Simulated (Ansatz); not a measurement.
BN (wurtzite), relaxed with r2SCAN in Ansatz 0.2.0. The symmetry is P6_3mc (No. 186, hexagonal); a = 2.544 Å, c = 4.208 Å in the conventional setting, 5.90 Å³ an atom. B is surrounded by 4 N at 1.56–1.58 Å; N is surrounded by 4 B at 1.56–1.58 Å.

The axes x, y and z are those of this cell:
```yaml
crystal:
  lattice:
    - [2.54395, 0.00000, 0.00000]
    - [-1.27198, 2.20313, 0.00000]
    - [0.00000, 0.00000, 4.20782]
  atoms:
    - { symbol: B, position: [0.33333, 0.66667, 0.00020] }
    - { symbol: B, position: [0.66667, 0.33333, 0.50020] }
    - { symbol: N, position: [0.33333, 0.66667, 0.37480] }
    - { symbol: N, position: [0.66667, 0.33333, 0.87480] }
```

Unstrained: PBE gives an indirect gap of 5.207 eV, from Γ to K; the least direct gap is 8.298 eV at Γ–M (0.20 of the way from Γ). r2SCAN gives an indirect gap of 5.752 eV, from Γ to K; the least direct gap is 9.001 eV at Γ–M (0.20 of the way from Γ). With HSE06 the valence top lies at Γ and the conduction bottom at K, 6.530 eV higher; the smallest vertical gap, at Γ–M (0.22 of the way from Γ), is 9.956 eV. Meshes: PBE 12×12×6, r2SCAN 12×12×6, HSE06 9×9×4. Strains are changes of length per length, and xy shears are angles. After each strain the atoms were relaxed again with r2SCAN within the symmetry that the strain leaves, so tilts or polar shifts that break it weren't tested; points keep the names that they have in the unstrained zone. No spin polarisation and no zero-point or thermal motion.

(1) Estimate what uniaxial +3.49 % along z, other directions held does to the gap.

(2) Apply xy shear, engineering strain (angle) +4.62 %. How far does the gap move, against the unstrained cell?

Answers

(1) PBE: the gap goes from 5.207 to 5.262 eV (+0.055 eV); with r2SCAN the top three valence levels at Γ, grouped 2+1 from the top over 271 meV, become 2+1 over 286 meV. r2SCAN: the gap goes from 5.752 to 5.796 eV (+0.044 eV). HSE06: the gap goes from 6.530 to 6.587 eV (+0.057 eV). The r2SCAN energy rises by 21.7 meV an atom.

(2) PBE: the gap goes from 5.207 to 5.024 eV (-0.183 eV); with r2SCAN the top three valence levels at Γ, grouped 2+1 from the top over 271 meV, become 1+1+1 over 455 meV. r2SCAN: the gap goes from 5.752 to 5.569 eV (-0.183 eV). HSE06: the gap goes from 6.530 to 6.356 eV (-0.174 eV). The r2SCAN energy rises by 16.5 meV an atom.

The meshes of the hybrids are coarse, so their gaps aren't converged to the digits shown.

The splittings at Γ are without spin-orbit coupling, which regroups them where it is of like size or larger.
